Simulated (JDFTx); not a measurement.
Crystal: TiO2.

```
CELL_PARAMETERS angstrom
4.59984 0.00000 0.00000
0.00000 4.59984 0.00000
0.00000 0.00000 2.95921
ATOMIC_POSITIONS crystal
Ti 0.00000 0.00000 0.50000
Ti 0.50000 0.50000 0.00000
O 0.30432 0.30432 0.50000
O 0.19568 0.80432 0.00000
O 0.80432 0.19568 0.00000
O 0.69568 0.69568 0.50000
```

The cell is a database's computed one.

Base run:

* Program: JDFTx 1.7.0 (patched build)
* Functional: BLYP
* Potentials or basis: PseudoDojo-SR-PBE-0.5-standard
* Cutoff: 1143 eV
* Density cutoff: 9143 eV
* k mesh: 5 × 5 × 7
* Occupations: fermi-dirac, width 0.05 eV
* Spin: no spin polarisation

Its results: band gap on the k mesh 1.90 eV, direct.

**Question.** The run is repeated on the same cell with these changes: functional from BLYP to GLLB-SC; occupations from fermi-dirac, width 0.05 eV to fixed. What comes out?

**Answer.** Band gap on the k mesh, kohn-sham part alone 2.95 eV, direct.

Caveats: an odd mesh through Γ misses points on the zone boundary, where band edges often lie; the cores' own exchange energy is taken off the total, which shifts forces and pressure where cores overlap (some runs); the gap lacks the derivative discontinuity (some runs); the empty levels aren't tightly converged (some runs); a model potential gives levels but no total energy (some runs).
